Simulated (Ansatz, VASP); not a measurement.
**Cross-check of CaO (Lime) between VASP and Ansatz**

Aim: how closely do two programs agree when they are given the same cell, functional and k mesh? The cell is taken from a series of runs on this material, whose earlier steps may have relaxed, scaled, displaced or heated it; both programs get it as it stands.

Program: Ansatz 0.2.0. Level of theory: plane waves, with VASP 6.6.1 beside it; zone-centre phonons at LDA. Results are calculated unless marked as measured.

## Step 1: Starting point

It takes space group I4/mmm (No. 139, tetragonal). Conventional cell: a = 3.462 Å, b = 3.462 Å, c = 4.624 Å, α = 90.00°, β = 90.00°, γ = 90.00°. Nearest to O lie 6 Ca at 2.31 to 2.45 Å. Nearest to Ca lie 6 O at 2.31 to 2.45 Å. Farther neighbours and most contacts between anions are not listed.

## Step 2: Ansatz: zone-centre phonons, LDA

Ansatz runs on its PAW soft_1 files.

Second derivatives magnify differences that forces hide, and they need a tight electronic threshold.

The input, input.yaml:

```yaml
crystal:
  lattice:
    - [0.0, 2.4478277741, 2.311906691]
    - [2.4478277741, 0.0, 2.311906691]
    - [2.4478277741, 2.4478277741, 0.0]
  atoms:
    - { symbol: O, position: [0.5, 0.5, 0.5] }
    - { symbol: Ca, position: [0.0, 0.0, 0.0] }
kpoints:
  mp_grid: { grid: [8, 8, 8] }
hamiltonian:
  xc: lda
  pseudopotentials: { kind: paw, azcp: { folder: soft_1 }, xc_functional: pbe }
scf:
  occupations: { method: fixed }
output:
  eigenvalues: true
phonons:
  method: dfpt
  dielectric: true
  rigid_motions: translations
```

The run is started by

```sh
ansatz run input.yaml --threads 4 --pin off --max-ram 10240MiB --backend cpu --events-out ev --progress --plain --runs-dir out
```

Numbers of over 12 decimals in the logs are rounded to 6 here.

What it wrote:

```text
Engine: ansatz 0.2.0, x86_64-unknown-linux-gnu
Pseudopotentials: kind: paw
Pseudopotential: O, paw, valence charge 6, recommended cutoff 420 eV (normal), soft_1/O.paw.azcp
Pseudopotential: Ca, paw, valence charge 10, recommended cutoff 420 eV (normal), soft_1/Ca.paw.azcp
Functional definition: SPW92
  exchange = slater_x
  correlation = pw_c
Crystal: 2 atoms, lattice volume = 27.705 Å³
Basis set: ecut = 420 eV, 535 PW (Γ), exchange–correlation on 48×48×48 points (8 copies of the dense FFT grid, shifted against one another)
Bands: 12, of which v1, the nominal top of the filled ones, is band 8 counted from 1 (7 counted from 0)
Symmetry: 16 space group operations
k-points: 150 of 512 (irreducible under 2 space group operations, time reversal used)
Non-local potential: O, projectors of the file, l = 0: 2, l = 1: 2, l = 2: 1
Non-local potential: Ca, projectors of the file, l = 0: 3, l = 1: 2, l = 2: 2
PAW form: soft (Blöchl's): semilocal exchange-correlation on the pseudo side does not see the compensation charge
PAW frozen core: O, regenerated for the run's functional, and the local potential with it (the file was generated under x = pbe(κ = 0.804, μ = 0.219515), c = pbe(β = 0.066725))
PAW frozen core: Ca, regenerated for the run's functional, and the local potential with it (the file was generated under x = pbe(κ = 0.804, μ = 0.219515), c = pbe(β = 0.066725))
PAW one-centre angular grid: O, 110 points (default); XC on 64 Gauss nodes
PAW one-centre angular grid: Ca, 110 points (default); XC on 64 Gauss nodes
Initial density: superposition of atomic densities (chi_scale 0.1, normalization cell, long waves kept (reshape's long-wave potential 0.00 eV rms))
Initial wavefunctions: pseudopotential atomic-orbital guess
Functional: x = slater, c = lda
SCF iter   1: F=—  HF=-2332.364604 eV  |F-HF|=—  |Δ(HF+E_count)|=         —  Δρ=1.14e-1  dr2=3.29e0  ethr=3.10e-3  ⟨swp⟩=4.1  Hψ=10582  notcnv=0  defer=11
preconditioner: auto → none  [insulator: Δε(μ)=1.714 eV  Ē_g=17.404 eV  n_scr=8 (ndim 8)  ℏωp=26.4 eV  f_vac=0.000  ε∞_Penn≈3.3]
SCF iter   2: F=—  HF=-2332.247899 eV  |F-HF|=—  |Δ(HF+E_count)|=   1.17e-1  Δρ=1.06e-1  dr2=2.90e0  ethr=3.10e-3  ⟨swp⟩=3.0  Hψ=5084  notcnv=0  defer=271
SCF iter   3: F=—  HF=-2331.575989 eV  |F-HF|=—  |Δ(HF+E_count)|=   6.72e-1  Δρ=1.59e-2  dr2=6.63e-2  ethr=3.10e-3  ⟨swp⟩=2.9  Hψ=3171  notcnv=0  defer=134
SCF iter   4: F=—  HF=-2331.582479 eV  |F-HF|=—  |Δ(HF+E_count)|=   6.49e-3  Δρ=5.38e-3  dr2=5.25e-3  ethr=4.15e-4  ⟨swp⟩=2.2  Hψ=3278  notcnv=0  defer=299
SCF iter   5: F=—  HF=-2331.583057 eV  |F-HF|=—  |Δ(HF+E_count)|=   5.78e-4  Δρ=1.01e-3  dr2=2.08e-4  ethr=3.28e-5  ⟨swp⟩=2.3  Hψ=2588  notcnv=0  defer=299
SCF iter   6: F=—  HF=-2331.583024 eV  |F-HF|=—  |Δ(HF+E_count)|=   3.38e-5  Δρ=6.78e-5  dr2=6.18e-7  ethr=1.30e-6  ⟨swp⟩=2.0  Hψ=2588  notcnv=0  defer=282
SCF iter   7: F=—  HF=-2331.583024 eV  |F-HF|=—  |Δ(HF+E_count)|=   6.75e-7  Δρ=7.21e-6  dr2=5.65e-9  ethr=3.86e-9  ⟨swp⟩=2.6  Hψ=2972  notcnv=0  defer=14
SCF iter   8: F=-2331.583024 eV  HF=-2331.583024 eV  |F-HF|=3.23e-11  |Δ(HF+E_count)|=   1.81e-9  Δρ=4.43e-7  dr2=4.82e-11  ethr=1.00e-12  ⟨swp⟩=6.1  Hψ=12453  notcnv=0
SCF 1 converged in 8 iterations: F = -2331.583024 eV  dr2 = 4.82e-11
  greatest PAW one-centre occupation: 0.996 electrons in one spin orbital (limit 2), on the Ca atom at site 1 (counted from 0), in its partial waves of l = 0
NSCF: frozen V_eff on 3 k-points
DFPT response loops at Γ: preconditioner auto → none (the input reference at scf.mixing.eps_inf says where Resta's filter doesn't serve); β = 0.50; Broyden in place of MSR1
── the response to a field inside a basis, on 8×8×8 k-points: an SCF that follows is theirs, and a resumed run solves both again ──
Bands: 9, of which v1, the nominal top of the filled ones, is band 8 counted from 1 (7 counted from 0)
k-points: 144 of 512 (irreducible under 4 space group operations)
Initial density: handed on by an earlier stage of this run
Initial wavefunctions: pseudopotential atomic-orbital guess (no wavefunctions were taken with the density)
Eigensolver: Dense (144 Hₖ)
SCF iter   1: F=—  HF=-2331.585078 eV  |F-HF|=—  |Δ(HF+E_count)|=         —  Δρ=5.83e-4  dr2=1.37e-5  ethr=1.00e-1
preconditioner: auto → none  [insulator: Δε(μ)=3.475 eV  Ē_g=16.082 eV  n_scr=8 (ndim 8)  ℏωp=26.4 eV  f_vac=0.000  ε∞_Penn≈3.7]
SCF iter   2: F=—  HF=-2331.585076 eV  |F-HF|=—  |Δ(HF+E_count)|=   1.87e-6  Δρ=2.67e-4  dr2=6.49e-6  ethr=8.55e-8
SCF iter   3: F=—  HF=-2331.585076 eV  |F-HF|=—  |Δ(HF+E_count)|=   2.62e-7  Δρ=1.86e-4  dr2=4.89e-6  ethr=4.06e-8
SCF iter   4: F=-2331.585075 eV  HF=-2331.585075 eV  |F-HF|=1.44e-9  |Δ(HF+E_count)|=   1.08e-6  Δρ=1.43e-5  dr2=1.65e-8  ethr=3.06e-8
SCF 1 converged in 4 iterations: F = -2331.585075 eV  dr2 = 1.65e-8
DFPT response loops at Γ: mixed as the last ones told, above
SCF converged after 8 iterations
Free energy (F): -2331.583024 eV
Harris-Foulkes:  -2331.583024 eV  (|F-HF|=3.23e-11)
Internal energy: -2331.583024 eV  (E = F + TS)
E sigma→0 (E₀):  -2331.583024 eV
Fermi energy:    7.422471 eV
--- Per-component energies (eV) ---
  E_band       = -103.846712
  E_kinetic    = 423.266690
  E_local      = -894.539459  (includes V_loc(G=0)·N_el)
  E_nonlocal   = 147.685374
  E_hartree    = 293.858016
  E_xc         = -198.327418
  E_vxc        = -250.705553  (∫ρ·V_xc dr)
  E_paw        = -974.379093  (= ΣΔE_a)
  E_vpaw       = -117.270653  (= ΣTr[D̂ρ^β])
  E_aug_tail   = 0.000774  (compensation charges beyond the density's cutoff)
  E_ewald      = -1129.527997
  E_core_change = 0.380088  (= ΣΔE_core)
  E_smearing   = -0.000000  (= −TS)
  E_closure    = -0.000000  (closes the sum)
  Σ components = -2331.583024   (vs F -2331.583024, Δ=0.00e0)
--- Band table (eV; the first three rows and the last of 150) ---
  k-point 0: bands = [... 4 lower, -7.9046, 7.2641, 7.2641, 7.4225, 11.7865, 13.3382, 13.3382, 13.7276]
  k-point 1: bands = [... 4 lower, -7.6648, 6.7552, 7.0541, 7.1526, 12.4657, 13.3861, 13.6317, 13.8819]
  k-point 2: bands = [... 4 lower, -7.1810, 5.7398, 6.6075, 6.6568, 13.4736, 13.9212, 14.3992, 14.5022]
  k-point 149: bands = [... 4 lower, -7.6576, 6.2462, 6.8352, 6.8352, 10.6799, 15.4327, 16.2262, 16.8842]
--- Phonons (Γ-DFPT): 4 representative perturbations + reference, on 150 of 512 k-points (Σ response iterations 14) ---
  k mesh reduced under 2 symmetry operations, with k and −k counted as one. Each operation leaves every solved perturbation unchanged. A smaller set is not considered because the run solves the response to a homogeneous field
  ASR residual: 3.993e-4 → 0.000e0 eV/Å²; symmetrization residual: 5.164e-7 eV/Å²
  ASR residual per site (eV/Å²): 1.68e-4 3.99e-4
  Γ frequencies (cm⁻¹): 0.00 0.00 0.00 187.87 187.87 346.63
  ε∞ (high-frequency dielectric tensor):
        3.823746     0.000000     0.000000
        0.000000     3.823746     0.000000
        0.000000     0.000000     3.888874
  ε⁰ (static dielectric tensor: ions relaxed, cell fixed):
       27.059616     0.000000     0.000000
        0.000000    27.059616     0.000000
        0.000000     0.000000    11.775173
  ε⁰ − ε∞ (ionic part):
       23.235869     0.000000     0.000000
        0.000000    23.235869     0.000000
        0.000000     0.000000     7.886300
  softest optical mode at Γ: 187.87 cm⁻¹; the repairs (sum rule, projections) moved no ω² at Γ by more than (1.71 cm⁻¹)²
  Born effective charges Z* (e; rows j = field, columns β = displacement):
    site 0:
        -2.29776    0.00000    0.00000
         0.00000   -2.29776    0.00000
         0.00000    0.00000   -2.46991
    site 1:
         2.29776    0.00000    0.00000
         0.00000    2.29776    0.00000
         0.00000    0.00000    2.46991
  Z* charge neutrality: 1.275e-3 e pre-enforcement
  solved inside a basis spanned on kpoints, on 8×8×8 k-points, its susceptibility summed on 12×12×12: ε∞ is read to err by 8.9e-3, Z* by 1.2e-2 e (field_mesh: kpoints solves on kpoints); Z* is corrected for what the basis lacks
  optical modes at Γ without the LO–TO term, one row a degenerate level:
      ω (cm⁻¹)  modes    IR ((D/Å)²/amu)
        187.87      2            21.3053
        346.63      1            12.3086
  optical modes at Γ + LO–TO along q̂ = [1.0000, 0.0000, 0.0000]:
      ω (cm⁻¹)  modes    IR ((D/Å)²/amu)
        187.87      1            10.6527
        346.63      1            12.3086
        499.76      1            10.6527
  optical modes at Γ + LO–TO along q̂ = [0.0000, 1.0000, 0.0000]:
      ω (cm⁻¹)  modes    IR ((D/Å)²/amu)
        187.87      1            10.6527
        346.63      1            12.3086
        499.76      1            10.6527
  optical modes at Γ + LO–TO along q̂ = [0.0000, 0.0000, 1.0000]:
      ω (cm⁻¹)  modes    IR ((D/Å)²/amu)
        187.87      2            21.3053
        603.17      1            12.3086
```

(Continued in part 2 of 2.)

[Lines on the potential files, build, host, timing and source positions are cut from VASP's logs without a mark.]

[Logs are printed without paths, hosts, clocks, repeated set-up lines and the standing remarks that a program may print on its own settings, such as how far it seeks lower states.]

[Hosts, paths, dates, database ids (printed as entryN), source tags and the programs' standing remarks are cut or masked in the printed files.]
